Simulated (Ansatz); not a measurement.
# InP: the cost of one run

Method: DFT PBEsol, scalar-relativistic, plane waves, PAW, in Ansatz 0.2.0.

The COD entry's cell or inner coordinates are ideal or old and differ from later refinements, so a difference from it is no clean test against experiment.

That is the level of the relaxation; later steps name their own.

2 further runs of the same task are left out: 2 set aside as unsound or not needed.

### Step 1. The starting structure

Symmetry: F-43m, No. 216, cubic system. The conventional cell has a = 5.878 Å, b = 5.878 Å, c = 5.878 Å, α = 90.00°, β = 90.00°, γ = 90.00°. In (site symmetry -43m) is surrounded by 4 P at 2.55 Å. P (site symmetry -43m) has 4 In at 2.55 Å as nearest neighbours.

As a file:

```
In P
1.0
     0.00000    2.93909    2.93909
     2.93909    0.00000    2.93909
     2.93909    2.93909    0.00000
In P
1 1
Direct
  0.00000 0.00000 0.00000
  0.25000 0.25000 0.25000
```

It is the result of an earlier relaxation at this level (volume 25.39 Å³/atom; gap on the mesh: 0.57 eV).

### Step 2. Band edges over the whole zone

Input file input.yaml:

```yaml
crystal:
  lattice:
    - [0.0, 2.9390910338, 2.9390910338]
    - [2.9390910338, 0.0, 2.9390910338]
    - [2.9390910338, 2.9390910338, 0.0]
  atoms:
    - { symbol: In, position: [0.0, 0.0, 0.0] }
    - { symbol: P, position: [0.25, 0.25, 0.25] }
basis:
  ecutwfc: 420
kpoints:
  mp_grid: { grid: [10, 10, 10] }
  band_path: { path: [VBM, CBM], npoints: 2 }
hamiltonian:
  xc: pbesol
scf:
  occupations: { method: gaussian, width: 0.02 }
output:
  forces: true
  stress: true
  eigenvalues: true
```

Command:

```bash
> ansatz run input.yaml --threads 1 --pin off --max-ram 2560MiB --backend cpu --events-out ev --progress --plain --runs-dir out
```

**Question.** How long does this run take on 1 thread of Intel Xeon Platinum 8259CL at 2.50GHz (Skylake/Cascade Lake), shared host, and how much memory does it need?

About 6.5 s, with a peak of 0.4 GiB.
